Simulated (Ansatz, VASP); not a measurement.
# Two plane-wave programs on H

```
H
1.0
    -1.85487    1.85487    2.28556
     1.85487   -1.85487    2.28556
     1.85487    1.85487   -2.28556
H
2
Direct
  0.91789 0.91789 0.00000
  0.08211 0.08211 0.00000
```

Alike in both runs: task single point; functional PBE; k mesh 8 × 8 × 8; occupations gaussian, width 0.05 eV; no spin polarisation.

|  | VASP | Ansatz |
| --- | --- | --- |
| version | VASP 6.6.1 | Ansatz 0.2.0 |
| potentials or method | VASP PAW PBE potentials, release 64 (H) | scalar-relativistic, plane waves, PAW |
| plane-wave cutoff (eV) | 520 | 420 |
| valence electrons in the cell | 2 | 2 |

```tsv
	VASP	Ansatz	Ansatz less VASP
gap on the k mesh at the Fermi level (eV)	9.28	9.27	-0.001
least direct gap on the mesh (eV)	9.75	9.75	-0.001
pressure (GPa)	-0.1	0.0	+0.16
rms of the force components (eV/Å)	0.005	0.001	-0.0038
```

Atom by atom the forces differ by 0.007 eV/Å (rms over components). The functional is the same, so the differences come from potentials, cutoffs and numerics.

A k mesh can miss the band edges. PBE gaps usually lie below the measured ones, often by a third to a half.
